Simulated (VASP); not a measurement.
## TePb: single point with r2SCAN

**Measured values to compare with.**

From a printed reference work, monograph, for a bulk crystal of TePb at 4.2 K: band gap 0.19 eV (direct).

Crystal: TePb.

```xyz
2
Lattice="0.0000 3.2270 3.2270 3.2270 0.0000 3.2270 3.2270 3.2270 0.0000" Properties=species:S:1:pos:R:3 pbc="T T T"
Te    3.2270    3.2270    3.2270
Pb    0.0000    0.0000    0.0000
```

```
Program             : VASP 6.6.1
Task                : single point
Functional          : r2SCAN
Potentials or basis : VASP PAW PBE potentials, release 64 (Te, Pb_d)
Cutoff              : 520 eV
k mesh              : 6 × 6 × 6
Occupations         : gaussian, width 0.1 eV
Spin                : no spin polarisation
```

The pressure is 1.7 GPa. The band gap on the k mesh is 1.01 eV, direct.

Levels at points of the mesh, in eV from the valence-band top:
| k point | band 6 | band 7 | band 8 | band 9 | band 10 | band 11 | band 12 | band 13 | band 14 | band 15 |
| --- | --- | --- | --- | --- | --- | --- | --- | --- | --- | --- |
| (0.00, 0.00, 0.00) | -12.56 | -5.63 | -1.52 | -1.52 | -1.52 | 4.35 | 4.35 | 4.35 | 6.16 | 6.16 |
| (0.50, 0.00, 0.00) | -11.04 | -8.93 | -1.04 | -1.04 | 0.00 | 1.01 | 1.40 | 1.40 | 8.95 | 9.69 |
| (0.50, 0.50, 0.00) | -10.76 | -7.51 | -4.73 | -3.00 | -3.00 | 3.56 | 5.84 | 5.84 | 7.19 | 10.53 |

It took 79 s on 1 thread of Intel Xeon 6975P-C, with other jobs on the host, peak memory 0.22 GiB.

Against the measured gap of TePb, 0.19 eV (direct; 4.2 K; a printed reference work, monograph), the calculated 1.01 eV is off by +0.82 eV. Spin-orbit coupling on Pb, Te is left out. The value is that of r2SCAN on a finite k mesh, which can miss the band edges, without temperature or zero-point motion.

Caveat: the PAW data sets were made with another functional, which shifts forces and pressure a little; spin-orbit coupling is left out, which moves the levels of the heavy elements.
